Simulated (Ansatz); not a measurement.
Input and command of a plane-wave DFT calculation in Ansatz:

```yaml
crystal:
  lattice:
    - [0.0, 1.9850550533, 1.9850550533]
    - [1.9850550533, 0.0, 1.9850550533]
    - [1.9850550533, 1.9850550533, 0.0]
  atoms:
    - { symbol: Au, position: [0.0, 0.0, 0.0] }
basis:
  ecutwfc: 420
kpoints:
  mp_grid: { grid: [8, 8, 8] }
hamiltonian:
  xc: pbe
scf:
  occupations: { method: gaussian, width: 0.1 }
output:
  forces: true
  stress: true
  eigenvalues: true
```

```bash
ansatz run input.yaml --threads 1 --pin off --max-ram 2560MiB --backend cpu --events-out ev --progress --plain --runs-dir out
```

Processor: Intel(R) Xeon(R) Processor @ 2.70GHz, 1 thread, on a host shared with other jobs.

Q: Estimate time, memory and problem size.

A: About 0.63 s on 1 thread of Intel(R) Xeon(R) Processor @ 2.70GHz (shared host), peak memory 0.28 GiB. It solves 14 bands at 29 k points (the mesh reduced by the symmetry that the task leaves, which can be less than the crystal's) with about 331 plane waves, in 6 SCF iterations.
